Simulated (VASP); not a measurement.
# TiC (P-6m2) in VASP: a series of runs, part 2 of 2

VASP 6.6.1. The steps go on from the part before.

### 3 Band structure, PBEsol

Contents of POSCAR:

```
TiC
1.0
    3.0420900000      0.0000000000      0.0000000000
   -1.5210400000      2.6345200000      0.0000000000
    0.0000000000      0.0000000000      2.6979700000
Ti C
1 1
Direct
    0.0000000000      0.0000000000      0.5000000000
    0.3333300000      0.6666700000      0.0000000000
```

Contents of INCAR.step1:

```
  PREC = Accurate
  ENCUT = 520
  EDIFF = 1E-6
  ISMEAR = -1
  SIGMA = 0.05
  LREAL = False
  LASPH = True
  NELM = 80
  ALGO = Fast
  ISIF = 2
  LWAVE = False
  LCHARG = True
  LMAXMIX = 4
  GGA = PS
```

Contents of KPOINTS.step1:

```
Automatic mesh
0
Gamma
  10 10 10
```

Contents of INCAR.step2:

```
  PREC = Accurate
  ENCUT = 520
  EDIFF = 1E-6
  ISMEAR = 0
  SIGMA = 0.05
  LREAL = False
  LASPH = True
  NELM = 80
  ALGO = Fast
  ISIF = 2
  LWAVE = False
  LCHARG = False
  LMAXMIX = 4
  GGA = PS
  ICHARG = 11
```

Contents of KPOINTS.step2:

```
path GMKGALHA,LM,KH
10
line-mode
reciprocal
 0.0000000000  0.0000000000  0.0000000000  G
 0.5000000000  0.0000000000  0.0000000000  M

 0.5000000000  0.0000000000  0.0000000000  M
 0.3333333333  0.3333333333  0.0000000000  K

 0.3333333333  0.3333333333  0.0000000000  K
 0.0000000000  0.0000000000  0.0000000000  G

 0.0000000000  0.0000000000  0.0000000000  G
 0.0000000000  0.0000000000  0.5000000000  A

 0.0000000000  0.0000000000  0.5000000000  A
 0.5000000000  0.0000000000  0.5000000000  L

 0.5000000000  0.0000000000  0.5000000000  L
 0.3333333333  0.3333333333  0.5000000000  H

 0.3333333333  0.3333333333  0.5000000000  H
 0.0000000000  0.0000000000  0.5000000000  A

 0.5000000000  0.0000000000  0.5000000000  L
 0.5000000000  0.0000000000  0.0000000000  M

 0.3333333333  0.3333333333  0.0000000000  K
 0.3333333333  0.3333333333  0.5000000000  H
```

Potentials or basis: VASP PAW PBE potentials, release 64 (Ti_sv, C).

Started as:

```bash
$ cat potpaw_PBE.64/Ti_sv/POTCAR potpaw_PBE.64/C/POTCAR > POTCAR
$ cp INCAR.step1 INCAR
$ cp KPOINTS.step1 KPOINTS
$ mpirun -np 1 vasp_std > vasp.out
$ cp INCAR.step2 INCAR
$ cp KPOINTS.step2 KPOINTS
$ mpirun -np 1 vasp_std > vasp.out
```

It took 1.8 min on 1 thread of AMD EPYC 7R43 (Zen 3), shared host; peak memory 0.14 GiB.

It converged, with:

* Band gap along the path: none (metal or under the smearing width)

Levels at the corners of the path, in eV from the Fermi level:
```tsv
point	band 5	band 6	band 7	band 8	band 9	band 10	band 11	band 12
Γ	-11.97	-1.59	-1.59	-0.98	2.32	3.37	3.37	5.72
M	-9.54	-4.89	-0.79	-0.29	0.25	3.06	3.49	3.76
M	-9.54	-4.89	-0.79	-0.29	0.25	3.06	3.49	3.76
K	-9.21	-3.59	-3.29	-0.23	1.88	2.22	2.45	3.47
K	-9.21	-3.59	-3.29	-0.23	1.88	2.22	2.45	3.47
Γ	-11.97	-1.59	-1.59	-0.98	2.32	3.37	3.37	5.72
Γ	-11.97	-1.59	-1.59	-0.98	2.32	3.37	3.37	5.72
A	-8.79	-5.63	-0.49	-0.49	1.13	1.13	4.74	4.76
A	-8.79	-5.63	-0.49	-0.49	1.13	1.13	4.74	4.76
L	-8.72	-4.02	-2.56	-2.21	1.44	3.31	4.38	5.62
L	-8.72	-4.02	-2.56	-2.21	1.44	3.31	4.38	5.62
H	-8.50	-4.46	-3.73	-0.41	1.07	4.10	4.84	5.31
H	-8.50	-4.46	-3.73	-0.41	1.07	4.10	4.84	5.31
A	-8.79	-5.63	-0.49	-0.49	1.13	1.13	4.74	4.76
L	-8.72	-4.02	-2.56	-2.21	1.44	3.31	4.38	5.62
M	-9.54	-4.89	-0.79	-0.29	0.25	3.06	3.49	3.76
K	-9.21	-3.59	-3.29	-0.23	1.88	2.22	2.45	3.47
H	-8.50	-4.46	-3.73	-0.41	1.07	4.10	4.84	5.31
```

Caveat: the log is that of the step along the path at fixed density, whose energy, stress, charges and moments have no meaning; the PAW data sets were made with another functional, which shifts forces and pressure a little.

### 4 Band structure, RPBE

POSCAR is that of step 3.

Contents of INCAR.step1:

```
  PREC = Accurate
  ENCUT = 520
  EDIFF = 1E-6
  ISMEAR = -1
  SIGMA = 0.05
  LREAL = F
  LASPH = T
  NELM = 60
  ALGO = Fast
  ISIF = 2
  LWAVE = F
  LCHARG = T
  LMAXMIX = 4
  GGA = RP
  NBANDS = 15
```

KPOINTS.step1 is that of step 3.

Contents of INCAR.step2:

```
  PREC = Accurate
  ENCUT = 520
  EDIFF = 1E-6
  ISMEAR = 0
  SIGMA = 0.05
  LREAL = F
  LASPH = T
  NELM = 60
  ALGO = Fast
  ISIF = 2
  LWAVE = F
  LCHARG = F
  LMAXMIX = 4
  GGA = RP
  NBANDS = 15
  ICHARG = 11
```

KPOINTS.step2, as its differences from that of step 3:

```diff
@@ -1,3 +1,3 @@
 path GMKGALHA,LM,KH
-10
+15
 line-mode
```

Started as:

```bash
$ cat potpaw_PBE.64/Ti_sv/POTCAR potpaw_PBE.64/C/POTCAR > POTCAR
$ cp INCAR.step1 INCAR
$ cp KPOINTS.step1 KPOINTS
$ mpirun -np 1 vasp_std > vasp.out
$ cp INCAR.step2 INCAR
$ cp KPOINTS.step2 KPOINTS
$ mpirun -np 1 vasp_std > vasp.out
```

Run time: 2.1 min. Hardware: 1 thread of AMD EPYC 7R43 (Zen 3), shared host; peak memory 0.14 GiB.

Results (log left out):

| Quantity | Value |
| --- | --- |
| Band gap along the path | none (metal or under the smearing width) |

Levels at the corners of the path, in eV from the Fermi level:
```
point  band 6  band 7  band 8  band 9  band 10  band 11
    Γ   -1.59   -1.59   -0.94    2.31     3.33     3.33
    M   -4.87   -0.74   -0.30    0.21     3.03     3.48
    M   -4.87   -0.74   -0.30    0.21     3.03     3.48
    K   -3.59   -3.26   -0.25    1.87     2.23     2.43
    K   -3.59   -3.26   -0.25    1.87     2.23     2.43
    Γ   -1.59   -1.59   -0.94    2.31     3.33     3.33
    Γ   -1.59   -1.59   -0.94    2.31     3.33     3.33
    A   -5.60   -0.51   -0.51    1.15     1.15     4.70
    A   -5.60   -0.51   -0.51    1.15     1.15     4.70
    L   -4.02   -2.58   -2.22    1.52     3.28     4.35
    L   -4.02   -2.58   -2.22    1.52     3.28     4.35
    H   -4.46   -3.75   -0.44    1.13     4.09     4.76
    H   -4.46   -3.75   -0.44    1.13     4.09     4.76
    A   -5.60   -0.51   -0.51    1.15     1.15     4.70
    L   -4.02   -2.58   -2.22    1.52     3.28     4.35
    M   -4.87   -0.74   -0.30    0.21     3.03     3.48
    K   -3.59   -3.26   -0.25    1.87     2.23     2.43
    H   -4.46   -3.75   -0.44    1.13     4.09     4.76
```

Caveat: the log is that of the step along the path at fixed density, whose energy, stress, charges and moments have no meaning; the PAW data sets were made with another functional, which shifts forces and pressure a little.

### 5 Band structure, r2SCAN

Contents of INCAR:

```
SYSTEM = TiC
PREC     = Accurate       ! precision mode
ENCUT    = 520            ! plane-wave cutoff, eV
EDIFF    = 1E-7           ! SCF threshold, eV
ISMEAR   = -1             ! smearing method
SIGMA    = 0.05           ! smearing width, eV
LREAL    = .False.        ! projectors in reciprocal space
LASPH    = .True.         ! aspherical terms in the spheres
NELM     = 60             ! most SCF steps
ALGO     = Normal         ! electronic algorithm
ISIF     = 2              ! what is computed and relaxed
LWAVE    = .False.        ! write WAVECAR
LCHARG   = .False.        ! write CHGCAR
LMAXMIX  = 4              ! l up to which the mixer works
METAGGA  = R2SCAN         ! meta-GGA
LMIXTAU  = .True.
```

Contents of KPOINTS:

```
regular mesh
0
Gamma
  10 10 10
  0 0 0
```

POSCAR is that of step 4.

Contents of KPOINTS_OPT:

```
path GMKGALHA,LM,KH
15
line-mode
reciprocal
 0.0000000000  0.0000000000  0.0000000000  G
 0.5000000000  0.0000000000  0.0000000000  M

 0.5000000000  0.0000000000  0.0000000000  M
 0.3333333333  0.3333333333  0.0000000000  K

 0.3333333333  0.3333333333  0.0000000000  K
 0.0000000000  0.0000000000  0.0000000000  G

 0.0000000000  0.0000000000  0.0000000000  G
 0.0000000000  0.0000000000  0.5000000000  A

 0.0000000000  0.0000000000  0.5000000000  A
 0.5000000000  0.0000000000  0.5000000000  L

 0.5000000000  0.0000000000  0.5000000000  L
 0.3333333333  0.3333333333  0.5000000000  H

 0.3333333333  0.3333333333  0.5000000000  H
 0.0000000000  0.0000000000  0.5000000000  A

 0.5000000000  0.0000000000  0.5000000000  L
 0.5000000000  0.0000000000  0.0000000000  M

 0.3333333333  0.3333333333  0.0000000000  K
 0.3333333333  0.3333333333  0.5000000000  H
```

Started as:

```bash
$ cat potpaw_PBE.64/Ti_sv/POTCAR potpaw_PBE.64/C/POTCAR > POTCAR
$ mpirun -np 1 vasp_std > vasp.out
```

It took 3.1 min on 1 thread of Intel Xeon Platinum 8375C at 2.90GHz (Ice Lake), shared host; peak memory 0.21 GiB.

It converged, with:

```
Free energy             : -23.4207 eV
Pressure                : -0.5 GPa
Band gap along the path : none (metal or under the smearing width)
```

Stress tensor (GPa, compression positive):
```
-0.20  0.00  0.00
 0.00 -0.20  0.00
 0.00  0.00 -1.05
```

Levels at the corners of the path, in eV from the Fermi level:
```tsv
point	band 5	band 6	band 7	band 8	band 9	band 10	band 11	band 12
Γ	-12.77	-1.69	-1.69	-0.86	2.42	3.46	3.46	5.99
M	-10.37	-5.08	-0.64	-0.34	0.14	3.15	3.67	3.95
M	-10.37	-5.08	-0.64	-0.34	0.14	3.15	3.67	3.95
K	-10.06	-3.75	-3.38	-0.30	2.00	2.40	2.54	3.63
K	-10.06	-3.75	-3.38	-0.30	2.00	2.40	2.54	3.63
Γ	-12.77	-1.69	-1.69	-0.86	2.42	3.46	3.46	5.99
Γ	-12.77	-1.69	-1.69	-0.86	2.42	3.46	3.46	5.99
A	-9.60	-5.82	-0.59	-0.59	1.26	1.26	4.94	4.95
A	-9.60	-5.82	-0.59	-0.59	1.26	1.26	4.94	4.95
L	-9.51	-4.26	-2.78	-2.40	1.73	3.47	4.58	5.80
L	-9.51	-4.26	-2.78	-2.40	1.73	3.47	4.58	5.80
H	-9.29	-4.72	-3.99	-0.54	1.33	4.31	4.97	5.54
H	-9.29	-4.72	-3.99	-0.54	1.33	4.31	4.97	5.54
A	-9.60	-5.82	-0.59	-0.59	1.26	1.26	4.94	4.95
L	-9.51	-4.26	-2.78	-2.40	1.73	3.47	4.58	5.80
M	-10.37	-5.08	-0.64	-0.34	0.14	3.15	3.67	3.95
K	-10.06	-3.75	-3.38	-0.30	2.00	2.40	2.54	3.63
H	-9.29	-4.72	-3.99	-0.54	1.33	4.31	4.97	5.54
```

Caveat: the PAW data sets were made with another functional, which shifts forces and pressure a little.

### 6 The runs side by side

```csv
level,potentials or basis,pressure (GPa)
LDA,"VASP PAW LDA potentials, release 64 (Ti_sv, C)",-10.9
PBEsol,"VASP PAW PBE potentials, release 64 (Ti_sv, C)",-
RPBE,"VASP PAW PBE potentials, release 64 (Ti_sv, C)",-
r2SCAN,"VASP PAW PBE potentials, release 64 (Ti_sv, C)",-0.5
```

Alike in all rows: task band structure; no spin polarisation; cell as given; k mesh 10 × 10 × 10; cutoff (eV) 520; smearing fermi-dirac 0.05 eV.

Caveats: the PAW data sets were made with another functional, which shifts forces and pressure a little (some runs).

Total energies depend on the potentials used, so only differences within one code and one set of settings carry meaning.
